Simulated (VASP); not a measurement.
# Zone-centre spectra of SiC (Moissanite), part 7 of 7

What would a Raman spectrum of SiC (Moissanite) look like? The cell is of the wurtzite type, one of the forms listed for this formula. The start is a cell from a database of measured crystal structures.

VASP 6.6.1, plane waves and PAW; the level of theory is named at each step.

So far. Step 14 (Dielectric tensor along a mode, mode (cm-1) 596.69 …): The two moves along the mode at 597 cm⁻¹ give the same tensor, so the mode is Raman silent. The relaxed cell has a = 3.064, c = 5.029 Å (conventional setting).

## Step 15: Dielectric tensor along a mode, mode (cm-1) 256.86, amplitude 0.05

Level of this step: LDA, displaced atoms; plane waves and PAW (Si, C) (VASP).

The same response, for the next move.

INCAR reads:

```
SYSTEM = SiC
PREC = Accurate
ENCUT = 520
EDIFF = 1E-08
NELM = 100
ISMEAR = 0
SIGMA = 0.01
LREAL = .FALSE.
ALGO = Normal
GGA = CA
NBANDS = 14
LWAVE = .FALSE.
LCHARG = .FALSE.
KPAR = 2
LEPSILON = .TRUE.
```

POSCAR reads:

```
SiC
1.0
    3.0639158633      0.0000000000      0.0000000000
   -1.5319579317      2.6534289726      0.0000000000
    0.0000000000      0.0000000000      5.0290029076
Si C
2 2
Direct
    0.6681461133      0.3327142999      0.5046146513
    0.3318538867      0.6672857001      0.0046146513
    0.6653105249      0.3339007727      0.8803853487
    0.3346894751      0.6660992273      0.3803853487
```

KPOINTS reads:

```
Automatic mesh
0
Gamma
8 8 5
0 0 0
```

Potentials, in the order of the species: Si and C (PBE family, release 64).

Run with:

```console
$ mpirun -np 2 vasp_std
```

Log:

```text
[... set-up lines as in an earlier step ...]
 entering main loop
       N       E                     dE             d eps       ncg     rms          rms(c)
DAV:   1     0.261015039455E+02    0.26102E+02   -0.72767E+03  2856   0.102E+03
DAV:   2    -0.342059048787E+02   -0.60307E+02   -0.54661E+02  3890   0.172E+02
DAV:   3    -0.370725252204E+02   -0.28666E+01   -0.28512E+01  4002   0.356E+01
DAV:   4    -0.370996360476E+02   -0.27111E-01   -0.27103E-01  3210   0.416E+00
[...]
DAV:  12    -0.331647525085E+02    0.12892E-05   -0.25897E-06  3522   0.993E-03    0.554E-03
DAV:  13    -0.331647522813E+02    0.22716E-06   -0.12147E-06  3798   0.638E-03    0.130E-03
DAV:  14    -0.331647522788E+02    0.25238E-08   -0.47971E-08  3588   0.159E-03
   1 F= -.33164752E+02 E0= -.33164752E+02  d E =-.309591E-13
 Linear response reoptimize wavefunctions to high precision
DAV:   1    -0.331647522790E+02   -0.24943E-09   -0.78193E-10  2904   0.246E-04
DAV:   2    -0.331647522790E+02    0.68212E-11   -0.63069E-11  2196   0.724E-05
 Linear response G [H, r] |phi>, progress :
  Direction:   1
[...]
RMM:  10    -0.718504957096E+00    0.97978E-07   -0.36062E-09  6040   0.755E-05    0.133E-05
RMM:  11    -0.718504977427E+00   -0.20331E-07    0.66465E-08  4922   0.618E-05    0.196E-06
 change of polarisation eV/A/(eV/A) component  2 :     0.000     1.359    -0.000
 dielectric tensor                  component  2 :     0.001     7.014    -0.000
 Linear response to external field, progress :
  Direction:   3
       N       E                     dE             d eps       ncg     rms          rms(c)
RMM:   1    -0.727568934456E+00   -0.72757E+00   -0.30498E+00  5952   0.352E+00
RMM:   2    -0.745295768613E+00   -0.17727E-01   -0.66754E-03  4914   0.491E-01    0.122E+00
RMM:   3    -0.726237462692E+00    0.19058E-01   -0.12647E-02  4825   0.635E-01    0.709E-01
RMM:   4    -0.745199778976E+00   -0.18962E-01   -0.16362E-02  4909   0.713E-01    0.101E-01
[...]
RMM:   8    -0.748963083787E+00   -0.44401E-04   -0.53454E-08  5373   0.150E-03    0.160E-04
RMM:   9    -0.748963882005E+00   -0.79822E-06    0.43507E-09  5133   0.203E-04    0.535E-05
RMM:  10    -0.748963846946E+00    0.35059E-07    0.26197E-08  3801   0.675E-05    0.828E-06
 change of polarisation eV/A/(eV/A) component  3 :     0.012    -0.073     1.419
 dielectric tensor                  component  3 :     0.051    -0.323     7.280
 Born effective charges drift removed
```

Wall time 95 s (2 MPI ranks of Intel Xeon 6975P-C (Granite Rapids), shared host); peak memory 0.69 GiB.

OUTCAR, selected parts (step 15):

```text
  Total        0.0045009     -0.0002132     -0.0039255     -0.0089033      0.0000000      0.0000000
  in kB        0.1763784     -0.0083561     -0.1538307     -0.3488960      0.0000000      0.0000000
  external PRESSURE =       0.0047305 kB  Pullay stress =       0.0000000 kB

 POSITION                                       TOTAL-FORCE (eV/Angst)
 -----------------------------------------------------------------------------------
      1.53744      0.88283      2.53771        -0.037273      0.011092     -0.000304
     -0.00548      1.77060      0.02321         0.037273     -0.011092     -0.000304
      1.52693      0.88598      4.42746         0.014650     -0.004404      0.000304
      0.00502      1.76745      1.91296        -0.014650      0.004404      0.000304
 -----------------------------------------------------------------------------------
    total drift:                               -0.000000     -0.000000     -0.000049

 MACROSCOPIC STATIC DIELECTRIC TENSOR (including local field effects in DFT)
 ------------------------------------------------------
           7.013670     0.000919     0.000000
           0.001127     7.014181     0.000000
           0.000000     0.000000     7.279565
 ------------------------------------------------------

[... 2 parts as in an earlier step ...]
```

Electronic dielectric tensor with local fields:

```
7.01 0.00 0.00
0.00 7.01 0.00
0.00 0.00 7.28
```

The principal values of the electronic dielectric tensor with local fields are 7.01, 7.01 and 7.28.

## Step 16: Dielectric tensor along a mode, mode (cm-1) 256.86, amplitude -0.05

The same response, for the next move.

INCAR is that of step 15.

POSCAR reads:

```
SiC
1.0
    3.0639158633      0.0000000000      0.0000000000
   -1.5319579317      2.6534289726      0.0000000000
    0.0000000000      0.0000000000      5.0290029076
Si C
2 2
Direct
    0.6651872201      0.3339523667      0.5046146513
    0.3348127799      0.6660476333      0.0046146513
    0.6680228085      0.3327658939      0.8803853487
    0.3319771915      0.6672341061      0.3803853487
```

KPOINTS is that of step 15.

Run with:

```console
$ mpirun -np 2 vasp_std
```

Log:

```text
[... set-up lines as in an earlier step ...]
 entering main loop
       N       E                     dE             d eps       ncg     rms          rms(c)
DAV:   1     0.260819479882E+02    0.26082E+02   -0.72765E+03  2856   0.102E+03
DAV:   2    -0.342157976355E+02   -0.60298E+02   -0.54662E+02  3892   0.172E+02
DAV:   3    -0.370726071877E+02   -0.28568E+01   -0.28414E+01  4002   0.355E+01
DAV:   4    -0.370996373841E+02   -0.27030E-01   -0.27023E-01  3234   0.415E+00
[...]
DAV:  12    -0.331647519422E+02    0.13032E-05   -0.25463E-06  3570   0.980E-03    0.552E-03
DAV:  13    -0.331647517127E+02    0.22950E-06   -0.12179E-06  3792   0.638E-03    0.127E-03
DAV:  14    -0.331647517104E+02    0.23260E-08   -0.47689E-08  3534   0.159E-03
   1 F= -.33164752E+02 E0= -.33164752E+02  d E =-.899750E-14
 Linear response reoptimize wavefunctions to high precision
DAV:   1    -0.331647517106E+02   -0.23647E-09   -0.75745E-10  2886   0.243E-04
DAV:   2    -0.331647517106E+02   -0.45475E-12   -0.61548E-11  2154   0.707E-05
 Linear response G [H, r] |phi>, progress :
  Direction:   1
[...]
RMM:  10    -0.718436302902E+00   -0.26715E-06   -0.88970E-09  5886   0.856E-05    0.147E-05
RMM:  11    -0.718436373645E+00   -0.70743E-07    0.49788E-08  5094   0.759E-05    0.247E-06
 change of polarisation eV/A/(eV/A) component  2 :    -0.000     1.359    -0.000
 dielectric tensor                  component  2 :    -0.001     7.014    -0.000
 Linear response to external field, progress :
  Direction:   3
       N       E                     dE             d eps       ncg     rms          rms(c)
RMM:   1    -0.727566513995E+00   -0.72757E+00   -0.30498E+00  5952   0.352E+00
RMM:   2    -0.745295756184E+00   -0.17729E-01   -0.66764E-03  4908   0.491E-01    0.122E+00
RMM:   3    -0.726237967716E+00    0.19058E-01   -0.12653E-02  4827   0.635E-01    0.709E-01
RMM:   4    -0.745201115092E+00   -0.18963E-01   -0.16379E-02  4907   0.713E-01    0.101E-01
[...]
RMM:   8    -0.748963069188E+00   -0.44491E-04   -0.57681E-08  5361   0.150E-03    0.160E-04
RMM:   9    -0.748963867940E+00   -0.79875E-06   -0.13994E-09  5130   0.202E-04    0.537E-05
RMM:  10    -0.748963831527E+00    0.36413E-07    0.71881E-09  3779   0.663E-05    0.827E-06
 change of polarisation eV/A/(eV/A) component  3 :     0.011    -0.073     1.419
 dielectric tensor                  component  3 :     0.051    -0.321     7.280
 Born effective charges drift removed
```

Elapsed: 1.9 min, on 2 MPI ranks; peak memory 0.7 GiB.

From OUTCAR (step 16):

```text
  Total       -0.0009928      0.0052680     -0.0039242      0.0094124      0.0000000      0.0000000
  in kB       -0.0389040      0.2064377     -0.1537783      0.3688450      0.0000000      0.0000000
  external PRESSURE =       0.0045851 kB  Pullay stress =       0.0000000 kB

 POSITION                                       TOTAL-FORCE (eV/Angst)
 -----------------------------------------------------------------------------------
      1.52648      0.88612      2.53771         0.037401     -0.011286     -0.000305
      0.00548      1.76731      0.02321        -0.037401      0.011286     -0.000305
      1.53698      0.88297      4.42746        -0.014627      0.004370      0.000305
     -0.00502      1.77046      1.91296         0.014627     -0.004370      0.000305
 -----------------------------------------------------------------------------------
    total drift:                               -0.000000     -0.000000     -0.000049

 MACROSCOPIC STATIC DIELECTRIC TENSOR (including local field effects in DFT)
 ------------------------------------------------------
           7.014319    -0.001228     0.000000
          -0.000997     7.013546     0.000000
           0.000000     0.000000     7.279565
 ------------------------------------------------------

[... 2 parts as in an earlier step ...]
```

Between the two moves along the mode at 257 cm⁻¹ the tensors differ most in xy: forward less backward gives +0.0021.

## Step 17: Summary

This step: Raman activities from finite differences of the dielectric tensor, LDA; plane waves and PAW (VASP 6.6.1).

This step runs nothing: it gathers the runs above.

Lines of the Raman spectrum (strongest = 100):

```tsv
position (cm⁻¹)	lines merged	powder activity 45 a^2 + 7 b^2, relative
257	2	0.3
597	1	0.0
765	2	40
769	1	100
798	2	25
837	1	0.0
```

Off resonance, transverse modes. Raman, by row:

```tsv
frequency (cm⁻¹)	mean derivative a (Å²/amu^0.5)	anisotropy b² (Å^4/amu)	activity (Å^4/amu)	infrared strength (e²/amu)
837.5	3.25e-5	8.35e-28	4.76e-8	0
798.2	6.51e-5	1.243	8.698	1.702
798.2	6.51e-5	1.243	8.698	1.702
768.7	-0.05628	9.927	69.63	1.956
764.8	-2.17e-4	1.979	13.86	0
764.8	-2.17e-4	1.979	13.86	0
596.7	-9.76e-5	0	4.29e-7	0
256.9	-1.52e-4	0.01595	0.1116	0
256.9	-1.52e-4	0.01595	0.1116	0
```

## Step 18: Outcome

| Property | Result |
| --- | --- |
| Raman lines above 2 % of the strongest | 798.2, 768.7, 764.8 cm⁻¹ |

With degenerate and close partners summed, the strongest Raman line lies at 768.7 cm⁻¹. Summed alike, the strongest infrared line lies at 798.2 cm⁻¹. Without a centre of inversion, modes can be both Raman and infrared active; their longitudinal partners appear in a spectrum too. They weren't computed. Activities are off resonance and without the thermal factor, and their mesh wasn't tested for convergence. Not tabulated here, as repeats of values shown or as unfit to read for their mesh, reference level or band range: gaps (relaxation).

[Lines on the potential files, build, host, timing and source positions are cut from VASP's logs without a mark.]

[Logs are printed without paths, hosts, clocks, repeated set-up lines and the standing remarks that a program may print on its own settings, such as how far it seeks lower states.]

[Hosts, paths, dates, database ids (printed as entryN), source tags and the programs' standing remarks are cut or masked in the printed files.]
